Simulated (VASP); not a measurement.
Input of a VASP 6.6.1 run:

Contents of INCAR:

```
ALGO     = Normal         # electronic algorithm
EDIFF    = 1E-6           # SCF threshold, eV
EDIFFG   = -0.01          # ionic threshold
ENCUT    = 600            # plane-wave cutoff, eV
GGA      = CA             # functional
IBRION   = 2              # ionic algorithm
ISIF     = 3              # what is computed and relaxed
ISMEAR   = 0              # smearing method
KPAR     = 2            
LASPH    = T              # aspherical terms in the spheres
LCHARG   = F              # write CHGCAR
LREAL    = F              # projectors in reciprocal space
LWAVE    = F              # write WAVECAR
NELM     = 80             # most SCF steps
NSW      = 90             # ionic steps
PREC     = Accurate       # precision mode
PSTRESS  = 470.0        
SIGMA    = 0.03           # smearing width, eV
```

The input KPOINTS:

```
k-points
0
Gamma
  6 6 6
```

POSCAR

```
I
1.0
    5.4618000000      0.0000000000      0.0000000000
    0.0000000000      5.4618000000      0.0000000000
    0.0000000000      0.0000000000      5.4618000000
I
8
Direct
    0.0000000000      0.0000000000      0.0000000000
    0.5000000000      0.5000000000      0.5000000000
    0.2500000000      0.5000000000      0.0000000000
    0.7500000000      0.5000000000      0.0000000000
    0.0000000000      0.7500000000      0.5000000000
    0.0000000000      0.2500000000      0.5000000000
    0.5000000000      0.0000000000      0.7500000000
    0.5000000000      0.0000000000      0.2500000000
```

Potentials or basis: VASP PAW LDA potentials, release 64 (I).

The run is started by

```sh
$ cat potpaw_LDA.64/I/POTCAR > POTCAR
$ mpirun -np 2 vasp_std > vasp.out
```

**Question.** Predict the band gap on the k mesh.

**Answer.** None (metal or under the smearing width).

**Question.** What does it give for the relaxed cell?

**Answer.** a = 5.471 Å, b = 5.471 Å, c = 5.471 Å, α = 90.00°, β = 90.00°, γ = 90.00°.

**Question.** Predict the relaxed volume.

**Answer.** 20.47 Å³/atom.

**Question.** Estimate the space group after relaxing (to 0.05 Å).

**Answer.** Pm-3n (No. 223).

Final structure:
```
I
1.0
     5.47061    0.00000    0.00000
     0.00000    5.47061    0.00000
     0.00000    0.00000    5.47061
I
8
Direct
  0.00000 0.00000 0.00000
  0.50000 0.50000 0.50000
  0.25000 0.50000 0.00000
  0.75000 0.50000 0.00000
  0.00000 0.75000 0.50000
  0.00000 0.25000 0.50000
  0.50000 0.00000 0.75000
  0.50000 0.00000 0.25000
```

Caveat: the cell is relaxed towards a set pressure, so the enthalpy falls and the energy may rise. Spin-orbit coupling is left out, which matters for the levels of I.
